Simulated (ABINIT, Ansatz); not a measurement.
Given: the input of a run of ABINIT 10.8.3 (patched build) on MnO. 

Contents of run.abi:

```
# Pseudopotentials
pp_dirpath "./"
pseudos "Mn.GGA_PBE-JTH.xml, O.GGA_PBE-JTH.xml"

# Structure
structure "poscar:POSCAR"
natom 2

# Plane-wave basis
ecut 26.0
pawecutdg 48.0
pawxcdev 0

# k points
kptopt 1
ngkpt 10 10 10
nshiftk 1
shiftk 0.0 0.0 0.0

# Exchange and correlation
ixc 11

# Bands and occupations
nband 16
occopt 3
tsmear 0.05 eV

# Spin
nsppol 2
spinat
     0.0000000000     0.0000000000     5.0000000000
     0.0000000000     0.0000000000     0.0000000000

# SCF cycle
nstep 100
tolvrs 1.0e-9

# Output
iomode 3
prtwf 0
prtden 0
prteig 0
prtebands 0
enunit 1
```

Contents of POSCAR:

```
MnO
1.0
    0.0000000000      2.2220003300      2.2220003300
    2.2220003300      0.0000000000      2.2220003300
    2.2220003300      2.2220003300      0.0000000000
Mn O
1 1
Direct
    0.0000000000      0.0000000000      0.0000000000  Mn
    0.5000000000      0.5000000000      0.5000000000  O
```

Potentials or basis: JTH PAW PBE v2.0.

The run is started by

```sh
$ abinit run.abi > log 2>&1
```

Q: What does the same run look like in Ansatz 0.2.0? Potentials or basis there: Ansatz PAW, cutoff 420 eV.

A: As run (cutoffs and basis follow the program's own potentials, and thresholds, step limits or extra output files can differ):

File input.yaml:

```yaml
crystal:
  lattice:
    - [0.0, 2.22200033, 2.22200033]
    - [2.22200033, 0.0, 2.22200033]
    - [2.22200033, 2.22200033, 0.0]
  atoms:
    - { symbol: Mn, position: [0.0, 0.0, 0.0], spin: 4.0 }
    - { symbol: O, position: [0.5, 0.5, 0.5] }
hamiltonian:
  xc: pbe
  pseudopotentials: { kind: paw }
magnetization:
  spin_polarized: true
kpoints:
  mp_grid: { grid: [10, 10, 10] }
scf:
  occupations: { method: fermi_dirac, width: 0.05 }
output:
  forces: true
  stress: true
  eigenvalues: true
```

Potentials or basis: Ansatz PAW.

Run with:

```bash
$ ansatz run input.yaml --threads 1 --pin off --max-ram 3584MiB --backend cpu --events-out ev --progress --plain --runs-dir out
```

Both were run:

|  | ABINIT | Ansatz |
| --- | --- | --- |
| Pressure | 0.4 GPa | 0.4 GPa |
| Net moment | 4.79 μB per cell | 4.79 μB per cell |

Ansatz's pressure holds a Pulay term of +0.62 GPa for its cutoff of 420 eV, which the other run lacks.

Where Ansatz's input types no cutoff or centring, it takes its own default and a Γ-centred mesh.

The magnetic state is the one that the start led to; the real crystal's order can differ.

Pressure is positive in compression.
